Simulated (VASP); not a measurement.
The system is SiO2.

```
Si O
1.0
     4.19217    0.00000    0.00000
     0.00000    4.19217    0.00000
     0.00000    0.00000    2.68260
Si O
2 4
Direct
  0.50000 0.50000 0.50000
  0.00000 0.00000 0.00000
  0.69417 0.69417 0.00000
  0.80583 0.19417 0.50000
  0.30583 0.30583 0.00000
  0.19417 0.80583 0.50000
```

Program: VASP 6.6.1. Alike in all runs: task band structure; potentials or basis VASP PAW PBE potentials, release 64 (Si, O); cell as given; cutoff (eV) 520; smearing gaussian 0.02 eV. Hardware: 8 MPI ranks on Intel(R) Xeon(R) 6975P-C (Granite Rapids) (shared host).

Problem. Order these runs on this cell by their wall time, lowest first.
A. level PBEsol; spin off; k mesh 6 × 6 × 9
B. level PBEsol; spin non-collinear, zero start, SOC; k mesh 6 × 6 × 9
C. level HSE06; spin off; k mesh 5 × 5 × 8; grid for exact exchange (PRECFOCK) Normal; screening parameter 0.2 1/A

Solution. A (11 s), B (50 s), C (1900 s).
